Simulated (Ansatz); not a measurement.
# Ru: the crystal squeezed far, part 2 of 2

Aim: compress Ru (sc type) step by step, far beyond the usual range, and follow pressure and electronic structure. Methods of the runs shown: PAW. Its runs: cell relaxed at zero pressure (PAW); volume scaled by 1 (PAW); volume scaled by 0.95 (PAW); volume scaled by 0.85 (PAW); volume scaled by 0.75 (PAW); volume scaled by 0.65 (PAW); volume scaled by 0.55 (PAW); volume scaled by 0.45 (PAW); volume scaled by 0.4 (PAW).

Ansatz 0.2.0; DFT LDA; a cell built from a prototype (sc type), not taken from measurement.

### 5 Volume scaled by 0.85, PAW

Contents of input.yaml:

```yaml
crystal:
  lattice:
    - [2.3343682011, 0.0, 0.0]
    - [0.0, 2.3343682011, 0.0]
    - [0.0, 0.0, 2.3343682011]
  atoms:
    - { symbol: Ru, position: [0.0, 0.0, 0.0] }
kpoints:
  mp_grid: { grid: [17, 17, 17] }
scf:
  occupations: { method: fermi_dirac, width: 0.1 }
hamiltonian:
  xc: lda
  pseudopotentials: { kind: paw }
output:
  forces: true
  stress: true
  eigenvalues: true
  populations: true
```

Started as:

```console
$ ansatz run input.yaml --threads 1 --pin off --max-ram 2048MiB --backend cpu --events-out ev --progress --plain --runs-dir out
```

Log (excerpt; [...] marks lines left out):

```text
[...]
Pseudopotentials: kind: paw
Pseudopotential: Ru, paw, valence charge 16, recommended cutoff 420 eV (normal)
Functional definition: SPW92
[...]
Crystal: 1 atoms, lattice volume = 12.721 Å³
Basis set: ecut = 420 eV, 251 PW (Γ)
Bands: 12, of which v1, the nominal top of the filled ones, is band 8 counted from 1 (7 counted from 0)
Symmetry: 48 space group operations
[...]
        0.000000      61.931790       0.000000
        0.000000       0.000000      61.931790
  P = ⅓ Tr σ = 61.9318 GPa (619.318 kbar)
--- Band table (eV; the first three rows and the last of 165) ---
  k-point 0: bands = ["-47.9796", "-16.9298", "-16.9298", "-16.9298", "17.0020", "18.3100", "18.3100", "27.7923", "27.7923", "27.7923", "43.5597", "43.5597"]
[...]
--- Löwdin populations: 1 site ---
  site symbol       q [e]
     0     Ru     15.9397
  spilling = 0.003770 (of n_electrons = 16.000000)
```

It took 2.3 s on 1 thread of Arm Neoverse V1, shared host; peak memory 0.28 GiB.

In short: pressure 61.93 GPa; no gap.

### 6 Volume scaled by 0.75, PAW

input.yaml: that of step 5 with these lines changed.

```diff
@@ -2,5 +2,5 @@
   lattice:
-    - [2.3343682011, 0.0, 0.0]
-    - [0.0, 2.3343682011, 0.0]
-    - [0.0, 0.0, 2.3343682011]
+    - [2.2389796063, 0.0, 0.0]
+    - [0.0, 2.2389796063, 0.0]
+    - [0.0, 0.0, 2.2389796063]
   atoms:
@@ -19 +19,5 @@
   populations: true
+  write_density: true
+  write_potential: true
+  elf: true
+  volumetric_format: npy
```

Started as:

```console
$ ansatz run input.yaml --threads 1 --pin off --max-ram 2048MiB --backend cpu --events-out ev --progress --plain --runs-dir out
```

Log (excerpt; [...] marks lines left out):

```text
[...]
[... 3 set-up lines as earlier in the session ...]
[...]
Crystal: 1 atoms, lattice volume = 11.224 Å³
Basis set: ecut = 420 eV, 203 PW (Γ)
Bands: 12, of which v1, the nominal top of the filled ones, is band 8 counted from 1 (7 counted from 0)
[... 1 set-up line as earlier in the session ...]
[...]
       -0.000000     145.481636       0.000000
        0.000000       0.000000     145.481636
  P = ⅓ Tr σ = 145.4816 GPa (1454.816 kbar)
--- Band table (eV; the first three rows and the last of 165) ---
  k-point 0: bands = ["-44.4234", "-12.8880", "-12.8880", "-12.8880", "20.4034", "21.1461", "21.1461", "32.3913", "32.3913", "32.3913", "48.6496", "48.6496"]
[...]
--- Löwdin populations: 1 site ---
  site symbol       q [e]
     0     Ru     15.9388
  spilling = 0.003826 (of n_electrons = 16.000000)
```

Run time: 2.6 s. Hardware: 1 thread of Arm Neoverse V1, shared host; peak memory 0.27 GiB.

Result: pressure 145.48 GPa; no gap.

Density in a lattice plane of the grid's cell (edges 2.24 and 2.24 Å, at 0.000 of the third edge), which holds Ru.

Values in e/Å³, 12 rows by 12 columns:
```
 9.99  9.58  7.86  4.97  2.36  1.07  0.81  1.07  2.36  4.97  7.86  9.58
 8.49  7.86  6.01  3.58  1.67  0.85  0.68  0.85  1.67  3.58  6.01  7.86
 5.52  4.97  3.58  2.03  1.01  0.63  0.53  0.63  1.01  2.03  3.58  4.97
 2.65  2.36  1.67  1.01  0.64  0.47  0.42  0.47  0.64  1.01  1.67  2.36
 1.17  1.07  0.85  0.63  0.47  0.38  0.35  0.38  0.47  0.63  0.85  1.07
 0.87  0.81  0.68  0.53  0.42  0.35  0.33  0.35  0.42  0.53  0.68  0.81
 1.17  1.07  0.85  0.63  0.47  0.38  0.35  0.38  0.47  0.63  0.85  1.07
 2.65  2.36  1.67  1.01  0.64  0.47  0.42  0.47  0.64  1.01  1.67  2.36
 5.52  4.97  3.58  2.03  1.01  0.63  0.53  0.63  1.01  2.03  3.58  4.97
 8.49  7.86  6.01  3.58  1.67  0.85  0.68  0.85  1.67  3.58  6.01  7.86
 9.99  9.58  7.86  4.97  2.36  1.07  0.81  1.07  2.36  4.97  7.86  9.58
10.27  9.99  8.49  5.52  2.65  1.17  0.87  1.17  2.65  5.52  8.49  9.99
```
Columns run along the first of these edges and rows up along the second, over one cell in 12 and 12 even steps from the bottom left corner. Atoms in the plane (fractional): Ru at (0.00, 0.00).

ELF in the same plane.

Ten even steps from ' ' (0.15) to '@' (0.66):
```
::--==##@@@@@@%%##++--::..::--++##%%@@@@@@##==--
==++**%%@@@@@@%%**==--::..::--==**%%@@@@@@%%**++
##%%%%@@@@@@%%##++==::::..::::==++##%%@@@@@@%%%%
@@@@@@@@@@%%##**==--::::::::::--==**##%%@@@@@@@@
@@@@@@@@%%##**==--::::::::::::::--==**##%%@@@@@@
%%%%%%##**++==--::::::::::::::::::--==++**##%%%%
******++==----::..::::::::::::::..::----==++****
====------::::::::::::::::::::::::::::::------==
::::::::::::::::::::::::::::::::::::::::::::::::
..........::::::::::::::::::::::::::::::........
::::::::::::::::::::::::::::::::::::::::::::::::
====------::::::::::::::::::::::::::::::------==
******++==----::..::::::::::::::..::----==++****
%%%%%%##**++==--::::::::::::::::::--==++**##%%%%
@@@@@@@@%%##**==--::::::::::::::--==**##%%@@@@@@
@@@@@@@@@@%%##**==--::::::::::--==**##%%@@@@@@@@
##%%%%@@@@@@%%##++==::::..::::==++##%%@@@@@@%%%%
==++**%%@@@@@@%%**==--::..::--==**%%@@@@@@%%**++
::--==##@@@@@@%%##++--::..::--++##%%@@@@@@##==--
  ..--**%%@@@@%%##++--::..::--++##%%@@@@%%**--..
```
Columns run along the first of these edges and rows up along the second, over one cell in 24 and 20 even steps from the bottom left corner. Atoms in the plane (fractional): Ru at (0.00, 0.00).

Both are smooth fields of the valence electrons: close to the nuclei they are not physical.

### 7 Volume scaled by 0.65, PAW

Contents of input.yaml:

```yaml
crystal:
  lattice:
    - [2.1346868212, 0.0, 0.0]
    - [0.0, 2.1346868212, 0.0]
    - [0.0, 0.0, 2.1346868212]
  atoms:
    - { symbol: Ru, position: [0.0, 0.0, 0.0] }
kpoints:
  mp_grid: { grid: [17, 17, 17] }
scf:
  occupations: { method: fermi_dirac, width: 0.1 }
hamiltonian:
  xc: lda
  pseudopotentials: { kind: paw }
output:
  forces: true
  stress: true
  eigenvalues: true
  populations: true
```

Started as:

```console
$ ansatz run input.yaml --threads 1 --pin off --max-ram 2048MiB --backend cpu --events-out ev --progress --plain --runs-dir out
```

Log (excerpt; [...] marks lines left out):

```text
[...]
[... 3 set-up lines as earlier in the session ...]
[...]
Crystal: 1 atoms, lattice volume = 9.728 Å³
Basis set: ecut = 420 eV, 179 PW (Γ)
Bands: 12, of which v1, the nominal top of the filled ones, is band 8 counted from 1 (7 counted from 0)
[... 1 set-up line as earlier in the session ...]
[...]
      300.069271       0.000000       0.000000
        0.000000     300.069271       0.000000
       -0.000000       0.000000     300.069271
  P = ⅓ Tr σ = 300.0693 GPa (3000.693 kbar)
--- Band table (eV; the first three rows and the last of 165) ---
  k-point 0: bands = ["-40.0146", "-7.6717", "-7.6717", "-7.6717", "24.7609", "24.7609", "24.9750", "38.3553", "38.3553", "38.3553", "55.1095", "55.1095"]
[...]
--- Löwdin populations: 1 site ---
  site symbol       q [e]
     0     Ru     15.9351
  spilling = 0.004055 (of n_electrons = 16.000000)
```

It took 2.8 s on 1 thread of Arm Neoverse V1, shared host; peak memory 0.27 GiB.

In short: pressure 300.07 GPa; no gap.

### 8 Volume scaled by 0.55, PAW

Contents of input.yaml:

```yaml
crystal:
  lattice:
    - [2.019066454, 0.0, 0.0]
    - [0.0, 2.019066454, 0.0]
    - [0.0, 0.0, 2.019066454]
  atoms:
    - { symbol: Ru, position: [0.0, 0.0, 0.0] }
kpoints:
  mp_grid: { grid: [17, 17, 17] }
  band_path:
    path:
      - [0.0, 0.0, 0.0]
      - [0.0, 0.5, 0.0]
      - [0.5, 0.5, 0.0]
      - [0.0, 0.0, 0.0]
      - [0.5, 0.5, 0.5]
      - [0.0, 0.5, 0.0]
      - [0.5, 0.5, 0.5]
      - [0.5, 0.5, 0.0]
    npoints: 8
scf:
  occupations: { method: fermi_dirac, width: 0.1 }
hamiltonian:
  xc: lda
  pseudopotentials: { kind: paw }
output:
  forces: true
  stress: true
  eigenvalues: true
  populations: true
  dos: { projected: true, de: 0.2, e_range: [-14, 8] }
```

Started as:

```console
$ ansatz run input.yaml --threads 1 --pin off --max-ram 2048MiB --backend cpu --events-out ev --progress --plain --runs-dir out
```

Log (excerpt; [...] marks lines left out):

```text
[...]
[... 3 set-up lines as earlier in the session ...]
[...]
Crystal: 1 atoms, lattice volume = 8.231 Å³
Basis set: ecut = 420 eV, 171 PW (Γ)
Bands: 12, of which v1, the nominal top of the filled ones, is band 8 counted from 1 (7 counted from 0)
[... 1 set-up line as earlier in the session ...]
[...]
      602.763453       0.000000       0.000000
        0.000000     602.763453       0.000000
       -0.000000       0.000000     602.763453
  P = ⅓ Tr σ = 602.7635 GPa (6027.635 kbar)
--- Band table (eV; the first three rows and the last of 165) ---
  k-point 0: bands = ["-34.4590", "-0.7012", "-0.7012", "-0.7012", "29.5328", "29.5328", "31.3957", "46.3839", "46.3839", "46.3839", "63.6417", "63.6417"]
[...]
--- Löwdin populations: 1 site ---
  site symbol       q [e]
     0     Ru     15.9259
  spilling = 0.004634 (of n_electrons = 16.000000)
```

Run time: 2.6 s. Hardware: 1 thread of Arm Neoverse V1, shared host; peak memory 0.26 GiB.

This run gives: pressure 602.76 GPa; no gap.

### 9 Volume scaled by 0.45, PAW

Contents of input.yaml:

```yaml
crystal:
  lattice:
    - [1.8884285369, 0.0, 0.0]
    - [0.0, 1.8884285369, 0.0]
    - [0.0, 0.0, 1.8884285369]
  atoms:
    - { symbol: Ru, position: [0.0, 0.0, 0.0] }
kpoints:
  mp_grid: { grid: [17, 17, 17] }
scf:
  occupations: { method: fermi_dirac, width: 0.1 }
hamiltonian:
  xc: lda
  pseudopotentials: { kind: paw }
output:
  forces: true
  stress: true
  eigenvalues: true
  populations: true
```

Started as:

```console
$ ansatz run input.yaml --threads 1 --pin off --max-ram 2048MiB --backend cpu --events-out ev --progress --plain --runs-dir out
```

Log (excerpt; [...] marks lines left out):

```text
[...]
[... 3 set-up lines as earlier in the session ...]
[...]
Crystal: 1 atoms, lattice volume = 6.734 Å³
Basis set: ecut = 420 eV, 123 PW (Γ)
Bands: 12, of which v1, the nominal top of the filled ones, is band 8 counted from 1 (7 counted from 0)
[... 1 set-up line as earlier in the session ...]
[...]
     1251.630755       0.000000       0.000000
        0.000000    1251.630755       0.000000
        0.000000       0.000000    1251.630755
  P = ⅓ Tr σ = 1251.6308 GPa (12516.308 kbar)
--- Band table (eV; the first three rows and the last of 165) ---
  k-point 0: bands = ["-27.3423", "9.0512", "9.0512", "9.0512", "36.1402", "36.1402", "40.9285", "57.7474", "57.7474", "57.7474", "75.5529", "75.5529"]
[...]
--- Löwdin populations: 1 site ---
  site symbol       q [e]
     0     Ru     15.9045
  spilling = 0.005971 (of n_electrons = 16.000000)
```

Wall time 2.4 s (1 thread of Arm Neoverse V1, shared host); peak memory 0.26 GiB.

This run gives: pressure 1251.63 GPa; no gap.

### 10 Volume scaled by 0.4, PAW

Contents of input.yaml:

```yaml
crystal:
  lattice:
    - [1.8157234973, 0.0, 0.0]
    - [0.0, 1.8157234973, 0.0]
    - [0.0, 0.0, 1.8157234973]
  atoms:
    - { symbol: Ru, position: [0.0, 0.0, 0.0] }
kpoints:
  mp_grid: { grid: [17, 17, 17] }
  band_path:
    path:
      - [0.0, 0.0, 0.0]
      - [0.0, 0.5, 0.0]
      - [0.5, 0.5, 0.0]
      - [0.0, 0.0, 0.0]
      - [0.5, 0.5, 0.5]
      - [0.0, 0.5, 0.0]
      - [0.5, 0.5, 0.5]
      - [0.5, 0.5, 0.0]
    npoints: 8
scf:
  occupations: { method: fermi_dirac, width: 0.1 }
hamiltonian:
  xc: lda
  pseudopotentials: { kind: paw }
output:
  forces: true
  stress: true
  eigenvalues: true
  populations: true
  dos: { projected: true, de: 0.2, e_range: [-14, 8] }
  write_density: true
  write_potential: true
  elf: true
  volumetric_format: npy
```

Started as:

```console
$ ansatz run input.yaml --threads 1 --pin off --max-ram 2048MiB --backend cpu --events-out ev --progress --plain --runs-dir out
```

Log (excerpt; [...] marks lines left out):

```text
[...]
[... 3 set-up lines as earlier in the session ...]
[...]
Crystal: 1 atoms, lattice volume = 5.986 Å³
Basis set: ecut = 420 eV, 123 PW (Γ)
Bands: 12, of which v1, the nominal top of the filled ones, is band 8 counted from 1 (7 counted from 0)
[... 1 set-up line as earlier in the session ...]
[...]
       -0.000000    1853.083268       0.000000
        0.000000       0.000000    1853.083268
  P = ⅓ Tr σ = 1853.0833 GPa (18530.833 kbar)
--- Band table (eV; the first three rows and the last of 165) ---
  k-point 0: bands = ["-22.9963", "15.5518", "15.5518", "15.5518", "40.5303", "40.5303", "47.5624", "65.4082", "65.4082", "65.4082", "83.4781", "83.4781"]
[...]
--- Löwdin populations: 1 site ---
  site symbol       q [e]
     0     Ru     15.8825
  spilling = 0.007345 (of n_electrons = 16.000000)
```

Wall time 2.5 s (1 thread of Arm Neoverse V1, shared host); peak memory 0.26 GiB.

Read from it: pressure 1853.08 GPa; no gap.

At the corners of the path (eV, zero at the Fermi level):

```tsv
point	band 5	band 6	band 7	band 8	band 9	band 10	band 11
Γ	-18.71	-18.71	-11.68	6.17	6.17	6.17	24.24
X	-15.98	-8.25	-5.65	-5.65	-1.46	7.61	11.55
M	-23.20	-9.22	-3.14	-3.14	9.78	9.78	13.99
Γ	-18.71	-18.71	-11.68	6.17	6.17	6.17	24.24
R	-18.75	-18.75	-18.75	-0.36	15.05	15.05	33.52
X	-15.98	-8.25	-5.65	-5.65	-1.46	7.61	11.55
R	-18.75	-18.75	-18.75	-0.36	15.05	15.05	33.52
M	-23.20	-9.22	-3.14	-3.14	9.78	9.78	13.99
```

States per cell, counted by energy window (eV from the Fermi level, on a grid of 0.20 eV):

```tsv
from	to	total	Ru 4d	Ru 5s
-10	-9	0.45	0.37	0.03
-9	-8	0.37	0.29	0.04
-8	-7	0.47	0.40	0.02
-7	-6	0.45	0.39	0.02
-6	-5	0.45	0.41	0.01
-5	-4	0.59	0.54	0.01
-4	-3	0.46	0.42	0.01
-3	-2	0.34	0.30	0.01
-2	-1	0.29	0.26	0.02
-1	0	0.26	0.22	0.02
0	1	0.38	0.29	0.05
1	2	0.41	0.32	0.05
2	3	0.42	0.30	0.06
3	4	0.38	0.25	0.06
4	5	0.32	0.21	0.06
```

Density in a lattice plane of the grid's cell (edges 1.82 and 1.82 Å, at 0.000 of the third edge), which holds Ru.

Ten even steps from '0' (0.83 e/Å³) to '9' (10.89 e/Å³):
```
999987654321112345678999
999887643221112234678899
888776543211111234567788
877765432111011123456777
666554322100000122345566
554433211000000011233445
333322110000000001122333
222211100000000000111222
211111000000000000011111
111100000000000000000111
211111000000000000011111
222211100000000000111222
333322110000000001122333
554433211000000011233445
666554322100000122345566
877765432111011123456777
888776543211111234567788
999887643221112234678899
999987654321112345678999
999987654321112345678999
```
Columns run along the first of these edges and rows up along the second, over one cell in 24 and 20 even steps from the bottom left corner. Atoms in the plane (fractional): Ru at (0.00, 0.00).

ELF in the same plane.

Ten even steps from ' ' (0.17) to '@' (0.63):
```
..::==++##@@@@@@%%**++==::==++**%%@@@@@@##++==::
--==++**%%@@@@@@%%**++--::--++**%%@@@@@@%%**++==
++**##%%@@@@@@@@##**==--::--==**##@@@@@@@@%%##**
%%%%@@@@@@@@@@%%##++==--::--==++##%%@@@@@@@@@@%%
@@@@@@@@@@@@%%##**++--::..::--++**##%%@@@@@@@@@@
@@@@@@@@@@%%##**++==--::..::--==++**##%%@@@@@@@@
%%########**++++==--::::..::::--==++++**########
****++++++====--::::::......::::::--====++++++**
========------::::::..........::::::------======
::::::::::::..........................::::::::::
========------::::::..........::::::------======
****++++++====--::::::......::::::--====++++++**
%%########**++++==--::::..::::--==++++**########
@@@@@@@@@@%%##**++==--::..::--==++**##%%@@@@@@@@
@@@@@@@@@@@@%%##**++--::..::--++**##%%@@@@@@@@@@
%%%%@@@@@@@@@@%%##++==--::--==++##%%@@@@@@@@@@%%
++**##%%@@@@@@@@##**==--::--==**##@@@@@@@@%%##**
--==++**%%@@@@@@%%**++--::--++**%%@@@@@@%%**++==
..::==++##@@@@@@%%**++==::==++**%%@@@@@@##++==::
  ..::==**%%@@@@%%##++==::==++##%%@@@@%%**==::..
```
Columns run along the first of these edges and rows up along the second, over one cell in 24 and 20 even steps from the bottom left corner. Atoms in the plane (fractional): Ru at (0.00, 0.00).

Both are smooth fields of the valence electrons: close to the nuclei they are not physical.

### 11 The series in one table

| method | volume over the first | volume (Å³/atom) | pressure (GPa) | SCF cycles, by the record's count |
| --- | --- | --- | --- | --- |
| PAW | 1 | 14.965 | 0.04 | 6 |
| PAW | 0.95 | 14.217 | 15.17 | 6 |
| PAW | 0.85 | 12.721 | 61.93 | 6 |
| PAW | 0.75 | 11.224 | 145.48 | 6 |
| PAW | 0.65 | 9.728 | 300.07 | 6 |
| PAW | 0.55 | 8.231 | 602.76 | 6 |
| PAW | 0.45 | 6.734 | 1251.63 | 6 |
| PAW | 0.4 | 5.986 | 1853.08 | 6 |

### 12 Outcome

The summary covers parts 1 to 2.

| quantity | value |
| --- | --- |
| PAW pressure at 0.4 of the volume | 1853.1 GPa |
| fitted bulk modulus at zero pressure (PAW) | 274 GPa |
| its pressure derivative | 4.28 |

By PAW the pressure climbs to 1853 GPa at 0.4 of the first volume. A third-order Birch-Murnaghan curve fits the range only roughly (B₀ = 274 GPa, B′ = 4.28, misfit at most 12.72 GPa). A fit over so wide a range leans to the high pressures, so B₀ can be off by several per cent. No all-electron run checks these rows here, and frozen cores can fail under such compression. The ions are at rest, and the electrons smeared by 0.1 eV.
